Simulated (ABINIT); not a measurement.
Write the native input for ABINIT 10.8.3 (patched build) that does the following.

```yaml
Task: single point
Functional: PBE
Potentials_or_basis: JTH PAW PBE v2.0
Cutoff: 435 eV
k_mesh: 12 × 12 × 12
Occupations: fermi-dirac, width 0.05 eV
Spin: no spin polarisation
Fine-grid_cutoff: 870.764 eV
```

Crystal: Sb.

```
Sb
1.0
    -1.57654    1.57654    2.71194
     1.57654   -1.57654    2.71194
     1.57654    1.57654   -2.71194
Sb
1
Direct
  0.00000 0.00000 0.00000
```

This isn't the form of Sb at room conditions, which is rhombohedral.

One way to write it, as run:

run.abi

```
# Pseudopotentials
pp_dirpath "./"
pseudos "Sb.GGA_PBE-JTH.xml"

# Structure
acell 6.634410462 6.634410462 6.634410462
rprim
    -0.4490571073     0.4490571073     0.7724606325
     0.4490571073    -0.4490571073     0.7724606325
     0.4490571073     0.4490571073    -0.7724606325
ntypat 1
znucl 51
natom 1
typat 1
xred
     0.0000000000     0.0000000000     0.0000000000

# Plane-wave basis
ecut 16.0
pawecutdg 32.0
pawxcdev 0

# k points
kptopt 1
ngkpt 12 12 12
nshiftk 1
shiftk 0.0 0.0 0.0

# Exchange and correlation
ixc 11

# Bands and occupations
nband 12
occopt 3
tsmear 0.05 eV

# SCF cycle
nstep 100
tolvrs 1.0e-9

# Output
iomode 3
prtwf 0
prtden 0
prteig 0
prtebands 0
```

Potentials or basis: JTH PAW PBE v2.0.

Launch:

```sh
$ abinit run.abi > log 2>&1
```

Results of the run:

- Pressure: 1.6 GPa
- Band gap on the k mesh: none (metal or under the smearing width)
- Valence electrons inside the program's atomic spheres: Sb 12.37 (radii [1.2705] Å)

Wall time 30 s on 1 thread of Arm Neoverse V1 (shared host), peak memory 0.12 GiB.
